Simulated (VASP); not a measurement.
# GaP (R-3m) in VASP: notebook, part 2 of 2

VASP 6.6.1.

## Step 3: Relaxation of cell and atoms, PBEsol

Input file INCAR:

```
SYSTEM = GaP
PREC = Accurate ; ENCUT = 600
EDIFF = 1E-7 ; ISMEAR = 0
SIGMA = 0.02 ; LREAL = .FALSE.
LASPH = .TRUE. ; NELM = 60
ALGO = Normal ; ISIF = 3
LWAVE = .FALSE. ; LCHARG = .FALSE.
GGA = PS ; IBRION = 2
NSW = 90 ; EDIFFG = -0.005
```

Input file KPOINTS:

```
Automatic mesh
0
G
  3 3 3
  0 0 0
```

Input file POSCAR:

```
GaP
1.0
    1.9430151800      1.1218003300      6.4308101000
   -1.9430151800      1.1218003300      6.4308101000
    0.0000000000     -2.2436006700      6.4308101000
Ga P
2 2
Direct
    0.4353720000      0.4353720000      0.4353720000
    0.5646280000      0.5646280000      0.5646280000
    0.0573890000      0.0573890000      0.0573890000
    0.9426110000      0.9426110000      0.9426110000
```

Potentials or basis: VASP PAW PBE potentials, release 64 (Ga_d, P).

Run with:

```bash
$ cat potpaw_PBE.64/Ga_d/POTCAR potpaw_PBE.64/P/POTCAR > POTCAR
$ mpirun -np 1 vasp_std > vasp.out
```

OUTCAR:

```text
SYSTEM = GaP
   PREC = Accurate
   ENCUT = 600
   EDIFF = 1E-7
   ISMEAR = 0
   LREAL = .FALSE.
   LASPH = .TRUE.
   NELM = 60
   ISIF = 3
   GGA = PS
   IBRION = 2
   NSW = 90
   EDIFFG = -0.005

 ion  position               nearest neighbor table
   1  0.435  0.435  0.435-   3 2.40   3 2.40   3 2.40   2 2.49
   2  0.565  0.565  0.565-   4 2.40   4 2.40   4 2.40   1 2.49
   3  0.057  0.057  0.057-   4 2.21   1 2.40   1 2.40   1 2.40
   4  0.943  0.943  0.943-   3 2.21   2 2.40   2 2.40   2 2.40

  LATTYP: Found a trigonal (rhomboedric) cell.
 ALAT       =     6.8109516598
 COS(alpha) =     0.8372328404

  Lattice vectors:

 A1 = (   1.9430151800,   1.1218003300,   6.4308101000)
 A2 = (  -1.9430151800,   1.1218003300,   6.4308101000)
 A3 = (   0.0000000000,  -2.2436006700,   6.4308101000)

Analysis of symmetry for initial positions (statically):
=====================================================================
 Subroutine PRICEL returns:
 Original cell was already a primitive cell.

 Routine SETGRP: Setting up the symmetry group for a
 trigonal (rhombohedral) supercell.

 Subroutine GETGRP returns: Found 12 space group operations
 (whereof 12 operations were pure point group operations)
 out of a pool of 12 trial point group operations.

The static configuration has the point symmetry D_3d.

Analysis of symmetry for dynamics (positions and initial velocities):
=====================================================================
 Subroutine PRICEL returns:
 Original cell was already a primitive cell.

 Routine SETGRP: Setting up the symmetry group for a
 trigonal (rhombohedral) supercell.

 Subroutine GETGRP returns: Found 12 space group operations
 (whereof 12 operations were pure point group operations)
 out of a pool of 12 trial point group operations.

The dynamic configuration has the point symmetry D_3d.

 Subroutine INISYM returns: Found 12 space group operations
 (whereof 12 operations are pure point group operations),
 and found     1 'primitive' translations

----------------------------------------------------------------------------------------

                                     Primitive cell
[... 105 lines left out ...]
   LEPSILON=     F    determine dielectric tensor
   LRPA    =     F    only Hartree local field effects (RPA)
 conjugate gradient relaxation of ions
 non-spin polarized calculation
 Gauss-broadening in eV      SIGMA  =   0.02
  energy-cutoff  :      600.00
  volume of cell :       84.10
 maximum number of plane-waves:      2833
 NGX is ok and might be reduce to    54
   NGX = 27   NGY = 27   NGZ = 27

--------------------------------------- Ionic step        1  -------------------------------------------

 number of electron      36.0000008 magnetization

 Free energy of the ion-electron system (eV)
  ---------------------------------------------------
  ext. energy  EPLUGINS =         0.00000000
  ---------------------------------------------------
  free energy    TOTEN  =       -18.79841826 eV

  energy without entropy =      -18.79841826  energy(sigma->0) =      -18.79841826

------------------------ aborting loop because EDIFF is reached ----------------------------------------

  FORCE on cell =-STRESS in cart. coord.  units (eV):
  Direction    XX          YY          ZZ          XY          YZ          ZX
  --------------------------------------------------------------------------------------
  -------------------------------------------------------------------------------------
  Total       -0.6862237     -0.6862237     -2.0850836      0.0000000      0.0000000     -0.0000000
  in kB      -13.0727695    -13.0727694    -39.7214738      0.0000000      0.0000000     -0.0000000
  external PRESSURE =     -21.9556709 kB  Pullay stress =       0.0000000 kB
[... 25 lines left out ...]
--------------------------------------- Ionic step        2  -------------------------------------------

 number of electron      35.9999994 magnetization

 E-fermi :   5.1574     XC(G=0): -10.0152

 val. band max:        5.0160256066   @ k =   0.0000   0.0000   0.0000
 cond. band min:       5.9300648616   @ k =   0.0000   0.0000   0.0000
 fundamental gap:      0.9140392551
 Fermi energy:         5.1573556261

 k-point     1 :       0.0000    0.0000    0.0000
  band No.  band energies     occupation
      1      -9.9088      2.00000
      2      -9.7476      2.00000
      3      -9.7476      2.00000
      4      -9.7197      2.00000
      5      -9.7197      2.00000
      6      -9.6668      2.00000
[... 366 lines left out ...]
--------------------------------------- Ionic step        8  -------------------------------------------

 number of electron      35.9999994 magnetization

 Free energy of the ion-electron system (eV)
  ---------------------------------------------------
  ext. energy  EPLUGINS =         0.00000000
  ---------------------------------------------------
  free energy    TOTEN  =       -18.82313524 eV

  energy without entropy =      -18.82313524  energy(sigma->0) =      -18.82313524

 E-fermi :   4.9507     XC(G=0):  -9.9598

 val. band max:        4.8447405865   @ k =   0.0000   0.0000   0.0000
 cond. band min:       5.7800700441   @ k =   0.0000   0.0000   0.0000
 fundamental gap:      0.9353294577
 Fermi energy:         4.9506580861

 k-point     1 :       0.0000    0.0000    0.0000
  band No.  band energies     occupation
      1     -10.0099      2.00000
      2      -9.8541      2.00000
      3      -9.8541      2.00000
      4      -9.8290      2.00000
      5      -9.8290      2.00000
      6      -9.7773      2.00000
[... 170 lines left out ...]
  FREE ENERGIE OF THE ION-ELECTRON SYSTEM (eV)
  ---------------------------------------------------
  free  energy   TOTEN  =       -18.8231352406 eV

  energy  without entropy=      -18.8231352406  energy(sigma->0) =      -18.82313524

 reached required accuracy - stopping structural energy minimisation
```

OSZICAR:

```text
N       E                     dE             d eps       ncg     rms          rms(c)
DAV:   1     0.230927827559E+03    0.23093E+03   -0.19326E+04   264   0.261E+03
DAV:   2     0.576249759509E+01   -0.22517E+03   -0.21964E+03   290   0.479E+02
DAV:   3    -0.183739853056E+02   -0.24136E+02   -0.23514E+02   320   0.127E+02
[... 67 lines left out ...]
DAV:   1    -0.188231387277E+02   -0.86531E-05   -0.13578E-03   300   0.286E-01    0.157E-02
DAV:   2    -0.188231369568E+02    0.17709E-05   -0.43790E-05   336   0.792E-02    0.762E-03
DAV:   3    -0.188231354681E+02    0.14886E-05   -0.46608E-06   390   0.243E-02    0.226E-03
DAV:   4    -0.188231352846E+02    0.18353E-06   -0.73180E-07   294   0.823E-03    0.814E-04
DAV:   5    -0.188231352406E+02    0.44040E-07   -0.36123E-08   156   0.256E-03
   8 F= -.18823135E+02 E0= -.18823135E+02  d E =-.522244E-05
```

Run time: 3.2 min. Hardware: 1 thread of Intel Xeon Platinum 8375C at 2.90GHz (Ice Lake), shared host; peak memory 0.4 GiB.

Results:

```
Free energy                            : -18.8231 eV
Relaxed volume                         : 20.41 Å³/atom
Relaxed cell                           : a = 6.683 Å, b = 6.683 Å, c = 6.683 Å, α = 33.65°, β = 33.65°, γ = 33.65°
Space group after relaxing (to 0.05 Å) : R-3m (No. 166)
Energy gained by relaxing              : 6.2 meV/atom
Ionic steps                            : 8
Pressure after relaxing                : 0.0 GPa
Band gap on the k mesh                 : 0.94 eV, direct
```

Forces in eV/Å, atoms in the order of the input:
```
Ga   0.000  0.000 -0.002
Ga   0.000  0.000  0.002
P    0.000  0.000 -0.001
P    0.000  0.000  0.001
```

The path:
```
step  energy change (eV)  largest force (eV/Å)  pressure (GPa)  volume (Å³)
   1              0.0000                0.0176           -2.20        84.10
   2             -0.0169                0.3584            1.12        80.64
   3             -0.0222                0.2220           -0.04        81.74
   4             -0.0243                0.0250            0.15        81.47
   5             -0.0243                0.0216            0.15        81.48
   6             -0.0247                0.0081            0.01        81.64
   7             -0.0247                0.0091            0.01        81.64
   8             -0.0247                0.0023           -0.01        81.65
```

Final structure:
```
Ga P
1.0
     1.93449    1.11688    6.29862
    -1.93449    1.11688    6.29862
     0.00000   -2.23375    6.29862
Ga P
2 2
Cartesian
  0.0000 0.0000 8.2263
  0.0000 0.0000 10.6695
  0.0000 0.0000 1.0954
  0.0000 0.0000 17.8004
```

Levels at points of the mesh, in eV from the valence-band top:
| k point | band 14 | band 15 | band 16 | band 17 | band 18 | band 19 | band 20 | band 21 | band 22 |
| --- | --- | --- | --- | --- | --- | --- | --- | --- | --- |
| (0.00, 0.00, 0.00) | -1.87 | -1.87 | -0.13 | 0.00 | 0.00 | 0.94 | 1.81 | 2.74 | 3.55 |

Caveat: the k mesh is coarse (spacing up to 0.63 Å⁻¹), so the values aren't converged; the PAW data sets were made with another functional, which shifts forces and pressure a little; an odd mesh through Γ misses points on the zone boundary, where band edges often lie.

## Step 4: Single point, PBEsol

Input file INCAR:

```
SYSTEM = GaP
  PREC = Accurate
  ENCUT = 520
  EDIFF = 1E-7
  ISMEAR = 0
  SIGMA = 0.02
  LREAL = .False.
  LASPH = .True.
  NELM = 60
  ALGO = Normal
  ISIF = 2
  LWAVE = .False.
  LCHARG = .False.
  GGA = PS
```

Input file KPOINTS:

```
Automatic mesh
0
Gamma
  9 9 9
  0 0 0
```

POSCAR is that of step 3.

Run with:

```bash
$ cat potpaw_PBE.64/Ga_d/POTCAR potpaw_PBE.64/P/POTCAR > POTCAR
$ mpirun -np 1 vasp_std > vasp.out
```

It took 6.2 min on 1 thread of Intel Xeon Platinum 8375C at 2.90GHz (Ice Lake), shared host; peak memory 0.47 GiB.

It converged, with:

| Quantity | Value |
| --- | --- |
| Free energy | -19.3016 eV |
| Pressure | -2.9 GPa |
| Largest force | 0.085 eV/Å |
| Band gap on the k mesh | 0.85 eV, indirect (least direct gap 1.02 eV) |

Forces on the atoms (eV/Å):
```
Ga   0.000  0.000  0.047
Ga   0.000  0.000 -0.047
P    0.000  0.000  0.085
P    0.000  0.000 -0.085
```

Stress tensor (GPa, compression positive):
```
-2.98  0.00  0.00
 0.00 -2.98  0.00
 0.00  0.00 -2.61
```

Levels at points of the mesh, in eV from the valence-band top:
```tsv
k point	band 15	band 16	band 17	band 18	band 19	band 20	band 21	band 22
(0.00, 0.00, 0.00)	-1.80	-0.26	0.00	0.00	1.03	1.45	2.70	3.62
```

Caveat: the PAW data sets were made with another functional, which shifts forces and pressure a little; an odd mesh through Γ misses points on the zone boundary, where band edges often lie.
